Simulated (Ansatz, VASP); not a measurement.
**K2F in VASP and in Ansatz**

Contents of INCAR:

```
ALGO = Normal ; EDIFF = 1E-7
EDIFFG = -0.01 ; ENCUT = 600
GGA = PE ; IBRION = 2
ISIF = 3 ; ISMEAR = 0
LASPH = True ; LCHARG = False
LREAL = False ; LWAVE = False
NELM = 100 ; NSW = 100
PREC = Accurate ; SIGMA = 0.1
```

KPOINTS

```
k-points
0
Gamma
  10 10 10
```

File POSCAR:

```
K2F
1.0
    5.2211241930      0.0000000000      0.0000000000
    0.0000000000      5.2211241930      0.0000000000
    0.0000000000      0.0000000000      4.5103003387
K F
2 1
Direct
    0.5000000000      0.0000000000      0.5000000000
    0.0000000000      0.5000000000      0.5000000000
    0.0000000000      0.0000000000      0.5000000000
```

Input for Ansatz:

```yaml
crystal:
  lattice:
    - [5.221124193, 0.0, 0.0]
    - [0.0, 5.221124193, 0.0]
    - [0.0, 0.0, 4.5103003387]
  atoms:
    - { symbol: K, position: [0.5, 0.0, 0.5] }
    - { symbol: K, position: [0.0, 0.5, 0.5] }
    - { symbol: F, position: [0.0, 0.0, 0.5] }
basis:
  ecutwfc: 420
kpoints:
  mp_grid: { grid: [10, 10, 10] }
hamiltonian:
  xc: pbe
scf:
  occupations: { method: gaussian, width: 0.1 }
output:
  forces: true
  stress: true
  eigenvalues: true
  write_density: true
  write_potential: true
  elf: true
  volumetric_format: npy
relax:
  adjacent_minimum: "off"
  f_tol: 0.01
  max_steps: 80
  cell: { stress_tol: 0.05 }
```

Alike in both runs: task relaxation of cell and atoms; functional PBE; k mesh 10 × 10 × 10; occupations gaussian, width 0.1 eV; no spin polarisation.

|  | VASP | Ansatz |
| --- | --- | --- |
| version | VASP 6.6.1 | Ansatz 0.2.0 |
| potentials or method | VASP PAW PBE potentials, release 64 (K_sv, F) | scalar-relativistic, plane waves, PAW |
| plane-wave cutoff (eV) | 600 | 420 |
| valence electrons in the cell | 25 | 25 |

VASP gave:

```
gap on the k mesh at the Fermi level, each at its own relaxed structure (eV) : none
relaxed volume (Å³/atom)                                                     : 41.37
relaxed cell length with the largest relative difference (Å)                 : 4.509
```

Q: Estimate Ansatz's values.

A: gap on the k mesh at the Fermi level, each at its own relaxed structure (eV): none; relaxed volume (Å³/atom): 41.33; relaxed cell length with the largest relative difference (Å): 4.515.

A gap of «none» marks a metal or a gap that the smearing closes.

Caveats: an odd number of electrons without spin polarisation forces a metal; a magnetic or distorted state may lie lower.
